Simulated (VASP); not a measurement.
A run of VASP 6.6.1 is set up as follows.

POSCAR

```
CdO
1.0
    0.0000000000      2.3495000000      2.3495000000
    2.3495000000      0.0000000000      2.3495000000
    2.3495000000      2.3495000000      0.0000000000
Cd O
1 1
Direct
    0.0000000000      0.0000000000      0.0000000000
    0.5000000000      0.5000000000      0.5000000000
```

The input INCAR.step1:

```
SYSTEM = CdO
PREC     = Accurate       ! precision mode
ENCUT    = 600            ! plane-wave cutoff, eV
EDIFF    = 1E-5           ! SCF threshold, eV
ISMEAR   = -1             ! smearing method
SIGMA    = 0.05           ! smearing width, eV
LREAL    = .False.        ! projectors in reciprocal space
LASPH    = .True.         ! aspherical terms in the spheres
NELM     = 100            ! most SCF steps
ALGO     = Normal         ! electronic algorithm
LWAVE    = .True.         ! write WAVECAR
LCHARG   = .False.        ! write CHGCAR
GGA      = PE             ! functional
```

File INCAR.step2:

```
SYSTEM = CdO
PREC     = Accurate       ! precision mode
ENCUT    = 600            ! plane-wave cutoff, eV
EDIFF    = 1E-6           ! SCF threshold, eV
ISMEAR   = -1             ! smearing method
SIGMA    = 0.05           ! smearing width, eV
LREAL    = .False.        ! projectors in reciprocal space
LASPH    = .True.         ! aspherical terms in the spheres
NELM     = 100            ! most SCF steps
ALGO     = Normal         ! electronic algorithm
ISIF     = 3              ! what is computed and relaxed
LWAVE    = .False.        ! write WAVECAR
LCHARG   = .False.        ! write CHGCAR
GGA      = PS             ! functional
LHFCALC  = .True.         ! exact exchange
AEXX     = 0.25           ! exact-exchange fraction
PRECFOCK = Fast         
IBRION   = 2              ! ionic algorithm
NSW      = 40             ! ionic steps
EDIFFG   = -0.02          ! ionic threshold
ISTART   = 1
```

The input KPOINTS:

```
Automatic mesh
0
Gamma
  5 5 5
  0 0 0
```

Potentials or basis: VASP PAW PBE potentials, release 64 (Cd, O).

Launch:

```bash
$ cat potpaw_PBE.64/Cd/POTCAR potpaw_PBE.64/O/POTCAR > POTCAR
$ cp INCAR.step1 INCAR
$ mpirun -np 1 vasp_std > vasp.out
$ cp INCAR.step2 INCAR
$ mpirun -np 1 vasp_std > vasp.out
```

What does it give for the space group after relaxing (to 0.05 Å)?

Fm-3m (No. 225).

Estimate the relaxed cell.

a = 3.300 Å, b = 3.300 Å, c = 3.300 Å, α = 60.00°, β = 60.00°, γ = 60.00°.

Predict the relaxed volume.

12.71 Å³/atom.

Estimate the band gap on the k mesh.

1.71 eV, indirect (least direct gap 3.03 eV).

Final structure:
```
Cd O
1.0
     0.00000    2.33369    2.33369
     2.33369    0.00000    2.33369
     2.33369    2.33369    0.00000
Cd O
1 1
Direct
  0.00000 0.00000 0.00000
  0.50000 0.50000 0.50000
```

Caveat: the k mesh is coarse (spacing up to 0.46 Å⁻¹), so the values aren't converged, least of all with exact exchange; the PAW data sets were made with another functional, which shifts forces and pressure a little; an odd mesh through Γ misses points on the zone boundary, where band edges often lie.
